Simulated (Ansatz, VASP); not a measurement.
# Si3N4: VASP beside Ansatz

```
Si N
1.0
     4.13092    0.00000    0.00000
     0.00000    4.13092    0.00000
     0.00000    0.00000    4.13092
Si N
3 4
Direct
  0.00000 0.00000 0.50000
  0.00000 0.50000 0.00000
  0.50000 0.00000 0.00000
  0.23953 0.23953 0.23953
  0.23953 0.76047 0.76047
  0.76047 0.23953 0.76047
  0.76047 0.76047 0.23953
```

Change from the starting cell: ordered vacancies on the cation sites of zinc blende (P-43m, No. 215).

Alike in both runs: functional PBE; k mesh 6 × 6 × 6; occupations gaussian, width 0.02 eV; no spin polarisation.

Ansatz relaxed the structure, and its values are those at the end. VASP's run is a single point on that final structure, the one shown.

|  | VASP | Ansatz |
| --- | --- | --- |
| version | VASP 6.6.1 | Ansatz 0.2.0 |
| potentials or method | VASP PAW PBE potentials, release 64 (Si, N) | scalar-relativistic, plane waves, PAW |
| plane-wave cutoff (eV) | 520 | 420 |
| valence electrons in the cell | 32 | 32 |

Ansatz gave:

- gap on the k mesh at the Fermi level (eV): 2.73
- least direct gap on the mesh (eV): 2.93
- pressure (GPa): 0.0
- rms of the force components (eV/Å): 0.001

Question: Which values does VASP return?

Answer: gap on the k mesh at the Fermi level (eV): 2.72; least direct gap on the mesh (eV): 2.92; pressure (GPa): -0.3; rms of the force components (eV/Å): 0.008.

A k mesh can miss the band edges.
